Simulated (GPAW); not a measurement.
Runs of GPAW 26.7.0 on CuO. The structure is orthorhombic, space group Cccm (No. 66). The conventional cell has a = 3.982 Å, b = 4.307 Å, c = 5.156 Å, α = 90.00°, β = 90.00°, γ = 90.00°. Around Cu (site symmetry 2/m) lie 4 O at 1.95 Å. O (site symmetry 222) is surrounded by 4 Cu at 1.95 Å. Measurements of this composition are mostly on another form, of space group No. 15.

```csv
task,level,potentials or basis,k mesh,cutoff (eV),band path,band points,data set,pressure (GPa)
band structure,PBE,"GPAW PAW data sets (gpaw-data 1.2.1), pw",8 × 8 × 5,800,"GXSRAZGYX1A1TY,ZT",60,-,3.4
band structure,PBE,"PAW data sets generated in the run's folder for this functional, pw",8 × 8 × 5,800,"GXSRAZGYX1A1TY,ZT",60,-,3.4
band structure,PBE,"SG15 ONCV 1.2, pw",8 × 8 × 5,1100,"GXSRAZGYX1A1TY,ZT",60,-,1.4
band structure,PBE,"JTH PAW 2.0, PBE, pw",8 × 8 × 5,800,"GXSRAZGYX1A1TY,ZT",60,"Cu jth, O jth",(a)
```

Alike in all rows: no spin polarisation; cell as given; smearing fermi-dirac 0.05 eV.

Problem. Fill in the values left out.

Solution. (a) 0.9.

Caveats: the run has no spin polarisation, though such a crystal can be magnetic; with this Cu data set, volumes or pressures lay over 1.5 % or 2 GPa off other programs in two to four cells of ten (some runs); the program truncates these outside data sets (some runs).

The runs don't all hold the same shells in valence.
